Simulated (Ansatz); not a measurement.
Cu2O, space group Pn-3m, a phonon calculation by linear response

Computed with the Ansatz DFT code, driven from Python.

Interactive session:
```pycon
>>> from pathlib import Path
>>> import warnings
>>> import ansatz as az
>>> import numpy as np
>>> from pymatgen.core import Lattice, Structure
>>> from pymatgen.io.ase import AseAtomsAdaptor
>>> CUTOFF_EV = 470
>>> FILLING = "fixed"
>>> MESH = (4, 4, 4)
>>> warnings.simplefilter("ignore", az.DeckWarning)
>>> pmg_structure = Structure(
...     Lattice([(4.26, 0.0, 0.0), (0.0, 4.26, 0.0), (0.0, 0.0, 4.26)]),
...     ["Cu", "Cu", "Cu", "Cu", "O", "O"],
...     [
...         (0.25, 0.25, 0.25),
...         (0.25, 0.75, 0.75),
...         (0.75, 0.75, 0.25),
...         (0.75, 0.25, 0.75),
...         (0.0, 0.0, 0.0),
...         (0.5, 0.5, 0.5),
...     ],
... )
>>> cu2o = az.Crystal.from_ase(AseAtomsAdaptor.get_atoms(pmg_structure))
>>> [site.symbol for site in cu2o.resolved().sites]
['Cu', 'Cu', 'Cu', 'Cu', 'O', 'O']
>>> job = (
...     cu2o.calculation()
...     .functional(az.Functional.LDA)
...     .pseudopotentials("paw")
...     .basis(CUTOFF_EV)
...     .occupations(FILLING)
...     .kpoints(*MESH)
...     .phonons("dfpt")
... )
>>> res = job.run(threads=1, runs_dir="runs")
>>> ph = res.phonons
>>> print("Gamma modes (1/cm):", " ".join(f"{w:.1f}" for w in ph.gamma_omega_inv_cm))
Gamma modes (1/cm): 0.0 0.0 0.0 69.5 69.5 69.5 77.9 77.9 156.5 156.5 156.5 333.6 502.6 502.6 502.6 610.4 610.4 610.4
>>> print("in meV:", " ".join(f"{w * 0.1239842:.2f}" for w in ph.gamma_omega_inv_cm))
in meV: 0.00 0.00 0.00 8.62 8.62 8.62 9.65 9.65 19.41 19.41 19.41 41.36 62.31 62.31 62.31 75.68 75.68 75.68
```

What to keep in mind:
- No spin polarisation was allowed.
- The cell isn't relaxed first, so the values belong to this volume.
- Of the deposited cell: the entry's cell lengths or inner coordinates differ somewhat from later room-temperature determinations.
- Without a Hubbard U or exact exchange, semilocal functionals often make such 3d compounds metallic or too weakly gapped.
- No non-analytic term is added, so at the zone centre the longitudinal optical modes of a polar crystal aren't split off.
- The structure is a deposited one; some such entries were measured under pressure or heat, so a shift against it needn't be the functional's error alone.
- The structure is taken as given; imaginary modes can come from an unrelaxed or unstable start.
- It ran for 43 s on 1 thread of Arm Neoverse V2, with other jobs on the host, peak memory 0.81 GiB.
